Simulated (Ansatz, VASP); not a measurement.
# Two plane-wave programs on MgO

The input INCAR:

```
PREC     = Accurate       # precision mode
ENCUT    = 520            # plane-wave cutoff, eV
EDIFF    = 1E-6           # SCF threshold, eV
ISMEAR   = -1             # smearing method
SIGMA    = 0.02           # smearing width, eV
LREAL    = False          # projectors in reciprocal space
LASPH    = True           # aspherical terms in the spheres
NELM     = 100            # most SCF steps
ALGO     = Fast           # electronic algorithm
ISIF     = 2              # what is computed and relaxed
LWAVE    = False          # write WAVECAR
LCHARG   = False          # write CHGCAR
GGA      = PE             # functional
NBANDS   = 11             # bands
```

KPOINTS

```
regular mesh
0
Gamma
  10 10 10
```

File POSCAR:

```
MgO
1.0
    2.6233491278      0.0000000000      0.0000000000
    0.0000000000      2.6233491278      0.0000000000
    0.0000000000      0.0000000000      2.7736670328
Mg O
1 1
Direct
    0.0000000000      0.0000000000      0.0000000000
    0.5000000000      0.5000000000      0.5000000000
```

Input for Ansatz:

```yaml
crystal:
  lattice:
    - [2.6233491278, 0.0, 0.0]
    - [0.0, 2.6233491278, 0.0]
    - [0.0, 0.0, 2.7736670328]
  atoms:
    - { symbol: Mg, position: [0.0, 0.0, 0.0] }
    - { symbol: O, position: [0.5, 0.5, 0.5] }
kpoints:
  mp_grid: { grid: [10, 10, 10] }
  band_path:
    path:
      - [0.0, 0.0, 0.0]
      - [0.0, 0.5, 0.0]
      - [0.5, 0.5, 0.0]
      - [0.5, 0.5, 0.5]
      - [0.0, 0.5, 0.5]
    npoints: 1
hamiltonian:
  xc: pbe
scf:
  occupations: { method: fermi_dirac, width: 0.02 }
  n_extra_bands: 4
output:
  forces: true
  stress: true
  eigenvalues: true
```

Change from the starting cell: uniaxial_z strain +5.7%.

Alike in both runs: task single point; functional PBE; k mesh 10 × 10 × 10; occupations fermi-dirac, width 0.02 eV; no spin polarisation.

|  | VASP | Ansatz |
| --- | --- | --- |
| version | VASP 6.6.1 | Ansatz 0.2.0 |
| potentials or method | VASP PAW PBE potentials, release 64 (Mg, O) | plane waves, PAW |
| plane-wave cutoff (eV) | 520 | 420 |
| valence electrons in the cell | 8 | 16 |

VASP gave:

```
gap on the k mesh at the Fermi level (eV)       : 1.82
pressure (GPa)                                  : -2.1
largest component of the traceless stress (GPa) : 22.50
```

**Question.** What did Ansatz give for the same quantities?

**Answer.** gap on the k mesh at the Fermi level (eV): 1.84; pressure (GPa): -1.5; largest component of the traceless stress (GPa): 22.40.

With one functional, cell and mesh, what is left measures potentials, basis and numerics. The two sets of potentials don't hold the same shells in valence.

A k mesh can miss the band edges.
